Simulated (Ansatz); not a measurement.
Ir:

```
CELL_PARAMETERS angstrom
0.00000 1.91560 1.91560
1.91560 0.00000 1.91560
1.91560 1.91560 0.00000
ATOMIC_POSITIONS crystal
Ir 0.00000 0.00000 0.00000
```

```yaml
Program: Ansatz 0.2.0
Task: single point
Functional: PBE
Potentials_or_basis: all-electron LAPW, scalar-relativistic
Cutoff: 284 eV (chosen from the basis error)
Basis_error_allowed: 0.001 eV/atom
k_mesh: 12 × 12 × 12
Occupations: fermi-dirac, width 0.05 eV
Spin: no spin polarisation
```

On this cell: pressure 11.1 GPa; band gap on the k mesh none (metal or under the smearing width).

The same run follows on a disturbed copy (cell strained at random at fixed volume):

```
Ir
1.0
    -0.00903    1.95837    1.93892
     1.89839    0.02290    1.90699
     1.89968    1.92773    0.02161
Ir
1
Direct
  0.99766 0.99684 0.98575
```

What does the disturbed cell give?

The energy (extrapolated to zero smearing) moves by +13.0 meV/atom; pressure 11.5 GPa; band gap on the k mesh none (metal or under the smearing width).

Stress tensor (GPa, compression positive):
```
13.64  1.26  1.76
 1.26  8.33 -8.46
 1.76 -8.46 12.42
```
